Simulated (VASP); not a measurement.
Input of a VASP 6.6.1 run:

INCAR

```
PREC = Accurate
ENCUT = 520
EDIFF = 1E-6
ISMEAR = -1
SIGMA = 0.05
LREAL = F
LASPH = T
NELM = 100
ALGO = Normal
ISIF = 2
LWAVE = F
LCHARG = F
GGA = PE
NBANDS = 22
```

The input KPOINTS:

```
regular mesh
0
Gamma
  5 5 7
```

POSCAR

```
Bi
1.0
    3.4885980000     -3.1325780000      0.0000000000
    3.4885980000      3.1325780000      0.0000000000
   -1.2602350000      0.0000000000      3.1135500000
Bi
2
Direct
    0.2470667207      0.2470667207      0.1514907421
    0.7529332554      0.7529332554      1.6818425913
```

Potentials or basis: VASP PAW PBE potentials, release 64 (Bi_d).

The run is started by

```bash
$ cat potpaw_PBE.64/Bi_d/POTCAR > POTCAR
$ mpirun -np 1 vasp_std > vasp.out
```

(1) Estimate the largest force.

(2) Predict the pressure.

Results:

(1) 0.065 eV/Å.

(2) -0.3 GPa.
